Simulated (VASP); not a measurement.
# WS2 in VASP: reference runs

Reference runs on WS2: the cell as given and a disturbed copy.

Everything below comes from runs of VASP 6.6.1. Logs are shortened: lines on timing, memory, paths and dates and some standing lists are left out, and cuts for length are marked.

### 1 The slab as given

The cell holds a slab with vacuum, 3 atoms: a = 3.184 Å, b = 3.184 Å, c = 16.951 Å, α = 90.00°, β = 90.00°, γ = 120.00°.

### 2 Single point, PBEsol

File INCAR:

```
PREC = Accurate
ENCUT = 520
EDIFF = 1E-7
ISMEAR = -1
SIGMA = 0.05
LREAL = F
LASPH = T
NELM = 80
ALGO = Normal
ISIF = 2
LWAVE = F
LCHARG = T
GGA = PS
LELF = T
LVHAR = T
NBANDS = 20
```

File KPOINTS:

```
Automatic mesh
0
Gamma
  10 10 2
```

File POSCAR:

```
WS2
1.0
    3.1835163552      0.0000000000      0.0000000000
   -1.5917581776      2.7570060369      0.0000000000
    0.0000000000      0.0000000000     16.9505778900
W S
1 2
Direct
    0.0000000000      0.0000000000      0.0000000000
    0.3333333333      0.6666666667      0.0920005100
    0.3333333333      0.6666666667      0.9079994900
```

Potentials or basis: VASP PAW PBE potentials, release 64 (W_sv, S).

On the command line:

```sh
cat potpaw_PBE.64/W_sv/POTCAR potpaw_PBE.64/S/POTCAR > POTCAR
mpirun -np 1 vasp_std > vasp.out
```

OUTCAR:

```text
PREC = Accurate
   ENCUT = 520
   EDIFF = 1E-7
   ISMEAR = -1
   LREAL = F
   LASPH = T
   NELM = 80
   ISIF = 2
   GGA = PS

 ion  position               nearest neighbor table
   1  0.000  0.000  0.000-   2 2.41   3 2.41   2 2.41   3 2.41   2 2.41   3 2.41
   2  0.333  0.667  0.092-   1 2.41   1 2.41   1 2.41
   3  0.333  0.667  0.908-   1 2.41   1 2.41   1 2.41

  LATTYP: Found a hexagonal cell.
 ALAT       =     3.1835163552
 C/A-ratio  =     5.3244827413

  Lattice vectors:

 A1 = (   3.1835163552,   0.0000000000,   0.0000000000)
 A2 = (  -1.5917581776,   2.7570060369,   0.0000000000)
 A3 = (   0.0000000000,   0.0000000000,  16.9505778900)

Analysis of symmetry for initial positions (statically):
=====================================================================
 Subroutine PRICEL returns:
 Original cell was already a primitive cell.

 Routine SETGRP: Setting up the symmetry group for a
 hexagonal supercell.

 Subroutine GETGRP returns: Found 12 space group operations
 (whereof 12 operations were pure point group operations)
 out of a pool of 24 trial point group operations.

The static configuration has the point symmetry D_3h.

Analysis of symmetry for dynamics (positions and initial velocities):
=====================================================================
 Subroutine PRICEL returns:
 Original cell was already a primitive cell.

 Routine SETGRP: Setting up the symmetry group for a
 hexagonal supercell.

 Subroutine GETGRP returns: Found 12 space group operations
 (whereof 12 operations were pure point group operations)
 out of a pool of 24 trial point group operations.

The dynamic configuration has the point symmetry D_3h.

 Subroutine INISYM returns: Found 12 space group operations
 (whereof 12 operations are pure point group operations),
 and found     1 'primitive' translations

----------------------------------------------------------------------------------------

                                     Primitive cell

  volume of cell :     148.7748

  direct lattice vectors                    reciprocal lattice vectors
     3.183516355  0.000000000  0.000000000     0.314118066  0.181356150  0.000000000
    -1.591758178  2.757006037  0.000000000     0.000000000  0.362712300  0.000000000
     0.000000000  0.000000000 16.950577890     0.000000000  0.000000000  0.058995039

  length of vectors
     3.183516355  3.183516355 16.950577890     0.362712300  0.362712300  0.058995039

  position of ions in fractional coordinates (direct lattice)
     0.000000000  0.000000000  0.000000000
     0.333333333  0.666666667  0.092000510
     0.333333333  0.666666667  0.907999490

  ion indices of the primitive-cell ions
   primitive index   ion index
                 1           1
                 2           2
                 3           3

----------------------------------------------------------------------------------------

 KPOINTS: Automatic mesh

Automatic generation of k-mesh.
 Grid dimensions read from file:
 generate k-points for:   10   10    2

 Generating k-lattice:

  Cartesian coordinates                     Fractional coordinates (reciprocal lattice)
     0.031411807  0.018135615  0.000000000     0.100000000 -0.000000000  0.000000000
     0.000000000  0.036271230  0.000000000     0.000000000  0.100000000  0.000000000
     0.000000000  0.000000000  0.029497519     0.000000000  0.000000000  0.500000000

  Length of vectors
     0.036271230  0.036271230  0.029497519

  Shift w.r.t. Gamma in fractional coordinates (k-lattice)
     0.000000000  0.000000000  0.000000000

 Subroutine IBZKPT returns following result:
 ===========================================

 Found     28 irreducible k-points:

 Following reciprocal coordinates:
            Coordinates               Weight
  0.000000  0.000000  0.000000      1.000000
  0.100000  0.000000  0.000000      6.000000
  0.200000  0.000000  0.000000      6.000000
  0.300000  0.000000  0.000000      6.000000
  0.400000 -0.000000  0.000000      6.000000
  0.500000  0.000000  0.000000      3.000000
[... 16 lines left out ...]
  0.300000  0.100000  0.500000     12.000000
  0.400000  0.100000  0.500000     12.000000
 [... further k-points ...]
   k-points           NKPTS =     28   k-points in BZ     NKDIM =     28   number of bands    NBANDS=     20
   number of dos      NEDOS =    301   number of ions     NIONS =      3
   total plane-waves  NPLWV =  72576
   dimension x,y,z NGX =    24 NGY =   24 NGZ =  126
   dimension x,y,z NGXF=    48 NGYF=   48 NGZF=  252
   ions per type =               1   2
   NGX,Y,Z   is equivalent  to a cutoff of  12.53, 12.53, 12.36 a.u.
   NGXF,Y,Z  is equivalent  to a cutoff of  25.07, 25.07, 24.72 a.u.
 SYSTEM =  unknown system
   PREC   = accura    normal or accurate (medium, high low for compatibility)
   ISTART =      0    job   : 0-new  1-cont  2-samecut
   ICHARG =      2    charge: 1-file 2-atom 10-const
   ISPIN  =      1    spin polarized calculation?
   LNONCOLLINEAR =      F non collinear calculations
   LSORBIT =      F    spin-orbit coupling
   LASPH  =      T    aspherical Exc in radial PAW
   ENCUT  =  520.0 eV  38.22 Ry    6.18 a.u.   5.92  5.92 31.52*2*pi/ulx,y,z
   NELM   =     80;   NELMIN=  2; NELMDL= -5     # of ELM steps
   EDIFF  = 0.1E-06   stopping-criterion for ELM
   LREAL  =      F    real-space projection
   EDIFFG = 0.1E-05   stopping-criterion for IOM
   NSW    =      0    number of steps for IOM
   IBRION =     -1    ionic relax: 0-MD 1-quasi-New 2-CG
   NFREE  =      0    steps in history (QN), initial steepest desc. (CG)
   ISIF   =      2    stress and relaxation
   ISYM   =      2    0-nonsym 1-usesym 2-fastsym
   POTIM  = 0.5000    time-step for ionic-motion
   TEBEG  =    0.0;   TEEND  =   0.0 temperature during run
   PSTRESS=    0.0 pullay stress
   NELECT =      26.0000    total number of electrons
   NUPDOWN=      -1.0000    fix difference up-down
   EMIN   =  10.00;   EMAX   =-10.00  energy-range for DOS
   EFERMI =   0.00;   METHOD = LEGACY
   ISMEAR =    -1;   SIGMA  =   0.05  broadening in eV -4-tet -1-fermi 0-gaus
   EFERMI_NEDOS =   21; number of points for ismear=-14 and -15
   IALGO  =     38    algorithm
   IMIX   =      4    mixing-type and parameters
     AMIX     =   0.40;   BMIX     =  1.00
     AMIX_MAG =   1.60;   BMIX_MAG =  1.00
  volume/ion in A,a.u.               =      49.59       334.66
  Fermi-wavevector in a.u.,A,eV,Ry     =   0.915285  1.729637 11.398226  0.837746
  Thomas-Fermi vector in A             =   2.040009
   LORBIT       =      0    0 simple, 1 ext, 2 COOP (PROOUT), +10 PAW based schemes
   GGA     = PS    functional components
   LHFCALC =     F    Hartree Fock is set to
   AEXX    =    0.0000 exact exchange contribution
   IVDW    =     0    specifies the selected vdW correction
   LEPSILON=     F    determine dielectric tensor
   LRPA    =     F    only Hartree local field effects (RPA)
 non-spin polarized calculation
  energy-cutoff  :      520.00
  volume of cell :      148.77
 maximum number of plane-waves:      4035
 NGX is ok and might be reduce to    24
   NGX = 11   NGY = 11   NGZ = 63

 number of electron      25.9999999 magnetization

 Free energy of the ion-electron system (eV)
  ---------------------------------------------------
  ext. energy  EPLUGINS =         0.00000000
  ---------------------------------------------------
  free energy    TOTEN  =       -25.23550716 eV

  energy without entropy =      -25.23550716  energy(sigma->0) =      -25.23550716

 E-fermi :  -0.3195     XC(G=0):  -4.5485

 val. band max:       -1.2802112834   @ k =   0.0000   0.0000   0.5000
 cond. band min:       0.7138594212   @ k =   0.3000   0.3000   0.0000
 fundamental gap:      1.9940707047
 Fermi energy:        -0.3195018812

 k-point     1 :       0.0000    0.0000    0.0000
  band No.  band energies     occupation
      1     -75.2329      2.00000
      2     -39.4785      2.00000
      3     -39.3261      2.00000
      4     -39.3261      2.00000
      5     -16.0318      2.00000
      6     -14.3481      2.00000
[... 12 lines left out ...]
     19       4.3084      0.00000
     20       4.3245      0.00000

 k-point     2 :       0.1000    0.0000    0.0000
  band No.  band energies     occupation
      1     -75.2313      2.00000
      2     -39.4726      2.00000
      3     -39.3588      2.00000
      4     -39.3337      2.00000
      5     -15.8663      2.00000
      6     -14.2887      2.00000
[... 12 lines left out ...]
     19       4.5202      0.00000
     20       4.8181      0.00000

 k-point     3 :       0.2000    0.0000    0.0000
  band No.  band energies     occupation
      1     -75.2271      2.00000
      2     -39.4571      2.00000
      3     -39.4437      2.00000
      4     -39.3536      2.00000
      5     -15.4065      2.00000
      6     -14.1243      2.00000
[... 12 lines left out ...]
     19       5.0727      0.00000
     20       5.8344      0.00000

 k-point     4 :       0.3000    0.0000    0.0000
  band No.  band energies     occupation
      1     -75.2219      2.00000
      2     -39.5469      2.00000
      3     -39.4380      2.00000
      4     -39.3780      2.00000
      5     -14.7658      2.00000
      6     -13.8999      2.00000
[... 12 lines left out ...]
     19       5.8364      0.00000
     20       6.0931      0.00000

 k-point     5 :       0.4000   -0.0000    0.0000
  band No.  band energies     occupation
      1     -75.2177      2.00000
      2     -39.6291      2.00000
      3     -39.4224      2.00000
      4     -39.3977      2.00000
      5     -14.1554      2.00000
      6     -13.6964      2.00000
[... 12 lines left out ...]
     19       6.2521      0.00000
     20       6.3341      0.00000

 k-point     6 :       0.5000    0.0000    0.0000
  band No.  band energies     occupation
      1     -75.2161      2.00000
      2     -39.6602      2.00000
      3     -39.4165      2.00000
      4     -39.4052      2.00000
      5     -13.8883      2.00000
      6     -13.6121      2.00000
[... 12 lines left out ...]
     19       6.3714      0.00000
     20       6.6591      0.00000

 k-point     7 :       0.1000    0.1000    0.0000
  band No.  band energies     occupation
      1     -75.2284      2.00000
      2     -39.4619      2.00000
      3     -39.4153      2.00000
      4     -39.3498      2.00000
      5     -15.5533      2.00000
      6     -14.1763      2.00000
[... 12 lines left out ...]
     19       4.8980      0.00000
     20       5.6772      0.00000
[... 277 lines left out ...]
 k-point    20 :       0.5000    0.0000    0.5000
  band No.  band energies     occupation
      1     -75.2161      2.00000
      2     -39.6602      2.00000
      3     -39.4165      2.00000
      4     -39.4052      2.00000
      5     -13.8883      2.00000
      6     -13.6121      2.00000
[... 12 lines left out ...]
     19       6.3711      0.00000
     20       6.6601      0.00000

 k-point    21 :       0.1000    0.1000    0.5000
  band No.  band energies     occupation
      1     -75.2284      2.00000
      2     -39.4619      2.00000
      3     -39.4153      2.00000
      4     -39.3498      2.00000
      5     -15.5533      2.00000
      6     -14.1763      2.00000
[... 12 lines left out ...]
     19       4.7672      0.00000
     20       6.0682      0.00000

 k-point    22 :       0.2000    0.1000    0.5000
  band No.  band energies     occupation
      1     -75.2237      2.00000
      2     -39.5036      2.00000
      3     -39.4446      2.00000
      4     -39.3777      2.00000
      5     -14.9993      2.00000
      6     -13.9788      2.00000
[... 12 lines left out ...]
     19       5.4459      0.00000
     20       6.7171      0.00000

 k-point    23 :       0.3000    0.1000    0.5000
  band No.  band energies     occupation
      1     -75.2190      2.00000
      2     -39.5902      2.00000
      3     -39.4273      2.00000
      4     -39.4057      2.00000
      5     -14.3605      2.00000
      6     -13.7566      2.00000
[... 12 lines left out ...]
     19       6.2889      0.00000
     20       6.3061      0.00000

 k-point    24 :       0.4000    0.1000    0.5000
  band No.  band energies     occupation
      1     -75.2161      2.00000
      2     -39.6430      2.00000
      3     -39.4230      2.00000
      4     -39.4165      2.00000
      5     -13.8992      2.00000
      6     -13.6032      2.00000
[... 12 lines left out ...]
     19       6.8904      0.00000
     20       6.9569      0.00000

 [... further k-points ...]

------------------------ aborting loop because EDIFF is reached ----------------------------------------

  FORCE on cell =-STRESS in cart. coord.  units (eV):
  Direction    XX          YY          ZZ          XY          YZ          ZX
  --------------------------------------------------------------------------------------
  -------------------------------------------------------------------------------------
  Total       -1.2728734     -1.2728734     -0.3531433      0.0000000     -0.0000000     -0.0000000
  in kB      -13.7077600    -13.7077600     -3.8030521      0.0000000     -0.0000000     -0.0000000
  external PRESSURE =     -10.4061907 kB  Pullay stress =       0.0000000 kB

 VOLUME and BASIS-vectors are now :
 -----------------------------------------------------------------------------
  energy-cutoff  :      520.00
  volume of cell :      148.77
      direct lattice vectors                 reciprocal lattice vectors
     3.183516355  0.000000000  0.000000000     0.314118066  0.181356150  0.000000000
    -1.591758178  2.757006037  0.000000000     0.000000000  0.362712300  0.000000000
     0.000000000  0.000000000 16.950577890     0.000000000  0.000000000  0.058995039

 POSITION                                       TOTAL-FORCE (eV/Angst)
 -----------------------------------------------------------------------------------
      0.00000      0.00000      0.00000        -0.000000      0.000000      0.000000
     -0.00000      1.83800      1.55946         0.000000     -0.000000     -0.104146
     -0.00000      1.83800     15.39112         0.000000     -0.000000      0.104146
 -----------------------------------------------------------------------------------
    total drift:                                0.000000     -0.000000     -0.000000

  FREE ENERGIE OF THE ION-ELECTRON SYSTEM (eV)
  ---------------------------------------------------
  free  energy   TOTEN  =       -25.2355071587 eV

  energy  without entropy=      -25.2355071583  energy(sigma->0) =      -25.23550716
```

It took 47 s on 1 thread of Intel Xeon 6975P-C (Granite Rapids), shared host; peak memory 0.28 GiB.

What came out:

| Property | Result |
| --- | --- |
| Free energy | -25.2355 eV |
| Largest force | 0.104 eV/Å |
| Band gap on the k mesh | 1.99 eV, indirect (least direct gap 2.15 eV) |

Forces in eV/Å, atoms in the order of the input:
```
W    0.000  0.000  0.000
S    0.000  0.000 -0.104
S    0.000  0.000  0.104
```

Caveat: the PAW data sets were made with another functional, which shifts forces and pressure a little; spin-orbit coupling is left out, which moves the levels of the heavy elements. PBEsol gaps usually lie below the measured ones, often by a third to a half.

(Part 1 of 2 ends here.)
